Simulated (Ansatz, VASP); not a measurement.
**Two plane-wave programs on Al**

The input POSCAR:

```
Al
1.0
    2.6847885020      0.0000000000      0.0000000000
    0.0000000000      2.6847885020      0.0000000000
    0.0000000000      0.0000000000      2.6847885020
Al
1
Direct
    0.0000000000      0.0000000000      0.0000000000
```

File INCAR.step1:

```
  PREC = Accurate
  ENCUT = 520
  ISMEAR = -1
  SIGMA = 0.05
  LREAL = F
  LASPH = T
  NELM = 80
  NBANDS = 8
  GGA = PE
  ALGO = Normal
  EDIFF = 1E-4
  LWAVE = T
  LCHARG = F
```

Contents of INCAR.step2:

```
  PREC = Accurate
  ENCUT = 520
  EDIFF = 1E-8
  ISMEAR = -1
  SIGMA = 0.05
  LREAL = F
  LASPH = T
  NELM = 80
  ALGO = Normal
  ISIF = 2
  LWAVE = F
  LCHARG = F
  METAGGA = R2SCAN
  LMIXTAU = T
  LEFG = T
  NBANDS = 8
  ISTART = 1
```

KPOINTS

```
regular mesh
0
Gamma
  15 15 15
```

Input for Ansatz:

```yaml
crystal:
  lattice:
    - [2.684788502, 0.0, 0.0]
    - [0.0, 2.684788502, 0.0]
    - [0.0, 0.0, 2.684788502]
  atoms:
    - { symbol: Al, position: [0.0, 0.0, 0.0] }
kpoints:
  mp_grid: { grid: [15, 15, 15] }
scf:
  occupations: { method: fermi_dirac, width: 0.05 }
hamiltonian:
  xc: r2scan
  pseudopotentials: { kind: paw }
output:
  forces: true
  stress: true
  eigenvalues: true
  efg: { contact_densities: true }
```

Change from the starting cell: functional r2scan, volume scaled by 0.96, PAW files.

Alike in both runs: task electric field gradients; functional r2SCAN; k mesh 15 × 15 × 15; occupations fermi-dirac, width 0.05 eV; no spin polarisation.

|  | VASP | Ansatz |
| --- | --- | --- |
| version | VASP 6.6.1 | Ansatz 0.2.0 |
| potentials or method | VASP PAW PBE potentials, release 64 (Al) | PAW with Ansatz's default frozen-core files, scalar-relativistic |
| plane-wave cutoff (eV) | 520 | 500 |
| valence electrons in the cell | 3 | 3 |

VASP gave:

```
pressure (GPa)                                                 : 1.5
Vzz of the field gradient on the site that differs most (V/Å²) : 0.0
```

Problem. Estimate Ansatz's values.

Solution. Pressure (GPa): 1.6; Vzz of the field gradient on the site that differs most (V/Å²): 0.0.

Caveats: the PAW data sets were made with another functional, which shifts forces and pressure a little (VASP).
